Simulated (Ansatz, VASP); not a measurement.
# Cross-check of In2Ni3S2 between VASP and Ansatz

One calculation is typed for both programs; each brings its own data sets and cutoff. How far apart do they land?

Program: Ansatz 0.2.0. Level of theory: plane waves, with VASP 6.6.1 beside it; relaxation of cell and atoms at r2SCAN with rVV10. Results are calculated unless marked as measured.

### Step 1. Starting point

Symmetry: R-3m, No. 166, trigonal system. The conventional cell has a = 5.378 Å, b = 5.378 Å, c = 13.482 Å, α = 90.00°, β = 90.00°, γ = 120.00°. In has 6 Ni at 2.69 Å and 2 S at 3.01 Å nearest. Nearest to In lie 6 Ni at 2.73 Å and 6 S at 3.20 Å. Nearest to Ni lie 2 S at 2.15 Å. Nearest to S lie 3 Ni at 2.15 Å and 4 In at 3.01 to 3.20 Å. Farther neighbours and most contacts between anions are not listed.

Structure file:

```xyz
7
Lattice="2.6888 1.5524 4.4940 -2.6888 1.5524 4.4940 0.0000 -3.1048 4.4940" Properties=species:S:1:pos:R:3 pbc="T T T"
In    0.0000    0.0000    6.7411
In    0.0000    0.0000    0.0000
Ni    1.3444    0.7762    2.2470
Ni   -1.3444    0.7762    2.2470
Ni    0.0000   -1.5524    2.2470
S     0.0000    0.0000    9.7487
S     0.0000    0.0000    3.7335
```

### Step 2. VASP: relaxation of cell and atoms, r2SCAN with rVV10

The relaxed volume is the usual yardstick between codes: its relative difference is about their pressure difference at one cell divided by the bulk modulus.

Lines of VASP's logs that name or quote its potential files are left out, and so is its time.

INCAR reads:

```
SYSTEM = In2Ni3S2
PREC = Accurate
ENCUT = 520
EDIFF = 1E-06
NELM = 100
ISMEAR = -1
SIGMA = 0.05
LREAL = .FALSE.
ALGO = Normal
METAGGA = R2SCAN
LUSE_VDW = .TRUE.
IVDW_NL = 2
BPARAM = 11.95
CPARAM = 0.0093
LASPH = .TRUE.
NBANDS = 47
ISPIN = 2
MAGMOM = 0 0 1 1 1 0 0
LMAXMIX = 4
LORBIT = 11
LWAVE = .FALSE.
LCHARG = .FALSE.
KPAR = 8
IBRION = 2
NSW = 60
ISIF = 3
EDIFFG = -0.01
```

POSCAR reads:

```
In2Ni3S2
1.0
    2.6888421947      1.5524037649      4.4940345138
   -2.6888421947      1.5524037649      4.4940345138
    0.0000000000     -3.1048075299      4.4940345138
In Ni S
2 3 2
Direct
    0.5000000000      0.5000000000      0.5000000000
    0.0000000000      0.0000000000      0.0000000000
    0.5000000000      0.0000000000      0.0000000000
    0.0000000000      0.5000000000      0.0000000000
    0.0000000000      0.0000000000      0.5000000000
    0.7230808100      0.7230808100      0.7230808100
    0.2769191900      0.2769191900      0.2769191900
```

KPOINTS reads:

```
Automatic mesh
0
Gamma
6 6 6
0 0 0
```

Potentials, in the order of the species: In_d, Ni and S (PBE family, release 64).

Run with:

```bash
$ mpirun -np 8 vasp_std
```

Numbers of over 12 decimals in the logs are rounded to 6 here.

What it wrote:

```text
[banner, memory and clock lines left out]
running    8 mpi-ranks, on    1 nodes
 distrk:  each k-point on    1 cores,    8 groups
 distr:  one band on    1 cores,    1 groups

 POSCAR found type information on POSCAR InNiS
 POSCAR found :  3 types and       7 ions
|                                                                             |
|           W    W    AA    RRRRR   N    N  II  N    N   GGGG   !!!           |
|           W    W   A  A   R    R  NN   N  II  NN   N  G    G  !!!           |
|           W    W  A    A  R    R  N N  N  II  N N  N  G       !!!           |
|           W WW W  AAAAAA  RRRRR   N  N N  II  N  N N  G  GGG   !            |
|           WW  WW  A    A  R   R   N   NN  II  N   NN  G    G                |
|           W    W  A    A  R    R  N    N  II  N    N   GGGG   !!!           |
|                                                                             |
|     For optimal performance we recommend to set                             |
|       NCORE = 2 up to number-of-cores-per-socket                            |
|     NCORE specifies how many cores store one orbital (NPAR=cpu/NCORE).      |
|     This setting can greatly improve the performance of VASP for DFT.       |
|     The default, NCORE=1 might be grossly inefficient on modern             |
|     multi-core architectures or massively parallel machines. Do your        |
|     Unfortunately you need to use the default for GW and RPA                |
|     calculations (for HF NCORE is supported but not extensively tested      |
|     yet).                                                                   |
|                                                                             |

|                                                                             |
|               ----> ADVICE to this user running VASP <----                  |
|                                                                             |
|     You have switched on vdW-DFT.                                           |
|     This routine was written and supplied by Jiri Klimes. We recommend      |
|     that you carefully read and cite the following publications:            |
|       J. Klimes, D.R. Bowler, A. Michelides                                 |
|          J. Phys.: Cond Matt. 22 022201 (2010)                              |
|       J. Klimes, D.R. Bowler, A. Michelides                                 |
|          Phys. Rev. B. 83, 195131 (2011)                                    |
|     and references therein.                                                 |
|                                                                             |

|                                                                             |
|               ----> ADVICE to this user running VASP <----                  |
|                                                                             |
|     You enforced a specific xc type in the INCAR file but a different       |
|     [... a line on the potential file left out ...]
|     I HOPE YOU KNOW WHAT YOU ARE DOING!                                     |
|                                                                             |

 LDA part: xc-table for (None), standard interpolation
 POSCAR, INCAR and KPOINTS ok, starting setup
 FFT: planning ... GRIDC
 FFT: planning ... GRID_SOFT
 FFT: planning ... GRID
 WAVECAR not read
 entering main loop
       N       E                     dE             d eps       ncg     rms          rms(c)
Total rVV10 correction in eV:      1.6700264    74.9957950
Total rVV10 correction in eV:      1.6700264    74.9957950
Total rVV10 correction in eV:      1.6700264    74.9957950
Total rVV10 correction in eV:      1.6700264    74.9957950
Total rVV10 correction in eV:      1.6700264    74.9957950
Total rVV10 correction in eV:      1.6700264    74.9957950
Total rVV10 correction in eV:      1.6700264    74.9957950
Total rVV10 correction in eV:      1.6700264    74.9957950
DAV:   1     0.591812008208E+03    0.59181E+03   -0.30438E+04  6032   0.197E+03
DAV:   2    -0.166177368171E+02   -0.60843E+03   -0.57991E+03  6016   0.473E+02
DAV:   3    -0.107499296349E+03   -0.90882E+02   -0.87190E+02  6528   0.193E+02
DAV:   4    -0.113079028048E+03   -0.55797E+01   -0.55160E+01  7115   0.468E+01
DAV:   5    -0.113334746496E+03   -0.25572E+00   -0.25557E+00  9075   0.969E+00    0.247E+01
Total rVV10 correction in eV:      1.6094893    74.9957940
Total rVV10 correction in eV:      1.6094893    74.9957940
[...]
Total rVV10 correction in eV:      1.6374820    74.9957924
Total rVV10 correction in eV:      1.6374820    74.9957924
Total rVV10 correction in eV:      1.6374820    74.9957924
Total rVV10 correction in eV:      1.6374820    74.9957924
Total rVV10 correction in eV:      1.6374820    74.9957924
Total rVV10 correction in eV:      1.6374820    74.9957924
Total rVV10 correction in eV:      1.6374820    74.9957924
Total rVV10 correction in eV:      1.6374820    74.9957924
DAV:   7    -0.988248292019E+02    0.41761E-05   -0.80524E-06  7746   0.200E-02    0.168E-02
Total rVV10 correction in eV:      1.6374681    74.9957924
Total rVV10 correction in eV:      1.6374681    74.9957924
Total rVV10 correction in eV:      1.6374681    74.9957924
Total rVV10 correction in eV:      1.6374681    74.9957924
[...]
step:   1.3803(harm=  1.2875)  dis= 0.01181  next Energy=   -98.825001 (dE=-0.188E-02)
 bond charge predicted
       N       E                     dE             d eps       ncg     rms          rms(c)
Total rVV10 correction in eV:      1.6371125    74.9957924
Total rVV10 correction in eV:      1.6371125    74.9957924
Total rVV10 correction in eV:      1.6371125    74.9957924
Total rVV10 correction in eV:      1.6371125    74.9957924
Total rVV10 correction in eV:      1.6371125    74.9957924
Total rVV10 correction in eV:      1.6371125    74.9957924
Total rVV10 correction in eV:      1.6371125    74.9957924
Total rVV10 correction in eV:      1.6371125    74.9957924
DAV:   1    -0.988258797873E+02   -0.10535E-02   -0.42867E-02  7386   0.180E+00    0.339E-01
Total rVV10 correction in eV:      1.6357537    74.9957923
Total rVV10 correction in eV:      1.6357537    74.9957923
Total rVV10 correction in eV:      1.6357537    74.9957923
Total rVV10 correction in eV:      1.6357537    74.9957923
Total rVV10 correction in eV:      1.6357537    74.9957923
Total rVV10 correction in eV:      1.6357537    74.9957923
Total rVV10 correction in eV:      1.6357537    74.9957923
Total rVV10 correction in eV:      1.6357537    74.9957923
DAV:   2    -0.988271765623E+02   -0.12968E-02   -0.18577E-02  7944   0.171E+00    0.397E-01
Total rVV10 correction in eV:      1.6362478    74.9957923
Total rVV10 correction in eV:      1.6362478    74.9957923
Total rVV10 correction in eV:      1.6362478    74.9957923
Total rVV10 correction in eV:      1.6362478    74.9957923
Total rVV10 correction in eV:      1.6362478    74.9957923
Total rVV10 correction in eV:      1.6362478    74.9957923
Total rVV10 correction in eV:      1.6362478    74.9957923
Total rVV10 correction in eV:      1.6362478    74.9957923
DAV:   3    -0.988249769571E+02    0.21996E-02   -0.65932E-03  7246   0.117E+00    0.754E-02
Total rVV10 correction in eV:      1.6360576    74.9957923
Total rVV10 correction in eV:      1.6360576    74.9957923
Total rVV10 correction in eV:      1.6360576    74.9957923
Total rVV10 correction in eV:      1.6360576    74.9957923
Total rVV10 correction in eV:      1.6360576    74.9957923
Total rVV10 correction in eV:      1.6360576    74.9957923
Total rVV10 correction in eV:      1.6360576    74.9957923
Total rVV10 correction in eV:      1.6360576    74.9957923
DAV:   4    -0.988249733586E+02    0.35985E-05   -0.64999E-04  7549   0.196E-01    0.426E-02
Total rVV10 correction in eV:      1.6361495    74.9957923
Total rVV10 correction in eV:      1.6361495    74.9957923
Total rVV10 correction in eV:      1.6361495    74.9957923
Total rVV10 correction in eV:      1.6361495    74.9957923
Total rVV10 correction in eV:      1.6361495    74.9957923
Total rVV10 correction in eV:      1.6361495    74.9957923
Total rVV10 correction in eV:      1.6361495    74.9957923
Total rVV10 correction in eV:      1.6361495    74.9957923
DAV:   5    -0.988249674932E+02    0.58653E-05   -0.49646E-05  9250   0.637E-02    0.174E-02
Total rVV10 correction in eV:      1.6361706    74.9957923
Total rVV10 correction in eV:      1.6361706    74.9957923
Total rVV10 correction in eV:      1.6361706    74.9957923
Total rVV10 correction in eV:      1.6361706    74.9957923
Total rVV10 correction in eV:      1.6361706    74.9957923
Total rVV10 correction in eV:      1.6361706    74.9957923
Total rVV10 correction in eV:      1.6361706    74.9957923
Total rVV10 correction in eV:      1.6361706    74.9957923
DAV:   6    -0.988249688789E+02   -0.13856E-05   -0.26192E-05  7931   0.372E-02    0.826E-03
Total rVV10 correction in eV:      1.6361531    74.9957923
Total rVV10 correction in eV:      1.6361531    74.9957923
Total rVV10 correction in eV:      1.6361531    74.9957923
Total rVV10 correction in eV:      1.6361531    74.9957923
Total rVV10 correction in eV:      1.6361531    74.9957923
Total rVV10 correction in eV:      1.6361531    74.9957923
Total rVV10 correction in eV:      1.6361531    74.9957923
Total rVV10 correction in eV:      1.6361531    74.9957923
DAV:   7    -0.988249675819E+02    0.12970E-05   -0.14355E-06  4485   0.934E-03    0.693E-03
Total rVV10 correction in eV:      1.6361398    74.9957923
Total rVV10 correction in eV:      1.6361398    74.9957923
Total rVV10 correction in eV:      1.6361398    74.9957923
Total rVV10 correction in eV:      1.6361398    74.9957923
Total rVV10 correction in eV:      1.6361398    74.9957923
Total rVV10 correction in eV:      1.6361398    74.9957923
Total rVV10 correction in eV:      1.6361398    74.9957923
Total rVV10 correction in eV:      1.6361398    74.9957923
DAV:   8    -0.988249664545E+02    0.11275E-05   -0.15718E-06  5143   0.591E-03    0.442E-03
Total rVV10 correction in eV:      1.6361451    74.9957923
Total rVV10 correction in eV:      1.6361451    74.9957923
Total rVV10 correction in eV:      1.6361451    74.9957923
Total rVV10 correction in eV:      1.6361451    74.9957923
Total rVV10 correction in eV:      1.6361451    74.9957923
Total rVV10 correction in eV:      1.6361451    74.9957923
Total rVV10 correction in eV:      1.6361451    74.9957923
Total rVV10 correction in eV:      1.6361451    74.9957923
DAV:   9    -0.988249661978E+02    0.25670E-06   -0.28368E-07  3393   0.460E-03
Total rVV10 correction in eV:      1.6361400    74.9957923
Total rVV10 correction in eV:      1.6361400    74.9957923
Total rVV10 correction in eV:      1.6361400    74.9957923
Total rVV10 correction in eV:      1.6361400    74.9957923
Total rVV10 correction in eV:      1.6361400    74.9957923
Total rVV10 correction in eV:      1.6361400    74.9957923
Total rVV10 correction in eV:      1.6361400    74.9957923
Total rVV10 correction in eV:      1.6361400    74.9957923
Total rVV10 correction in eV:      1.6361422    74.9957923
Total rVV10 correction in eV:      1.6361422    74.9957923
Total rVV10 correction in eV:      1.6361422    74.9957923
Total rVV10 correction in eV:      1.6361422    74.9957923
Total rVV10 correction in eV:      1.6361422    74.9957923
Total rVV10 correction in eV:      1.6361422    74.9957923
Total rVV10 correction in eV:      1.6361422    74.9957923
Total rVV10 correction in eV:      1.6361422    74.9957923
   5 F= -.98824966E+02 E0= -.98810496E+02  d E =-.184267E-02  mag=     0.0004
 curvature:  -0.71 expect dE=-0.245E-04 dE for cont linesearch -0.442E-05
 trial: gam= 0.00000 g(F)=  0.185E-05 g(S)=  0.327E-04 ort =-0.147E-03 (trialstep = 0.102E+01)
 search vector abs. value=  0.346E-04
 reached required accuracy - stopping structural energy minimisation
```

[end of part 1 of 2]

[Lines on the potential files, build, host, timing and source positions are cut from VASP's logs without a mark.]

[Logs are printed without paths, hosts, clocks, repeated set-up lines and the standing remarks that a program may print on its own settings, such as how far it seeks lower states.]

[Hosts, paths, dates, database ids (printed as entryN), source tags and the programs' standing remarks are cut or masked in the printed files.]
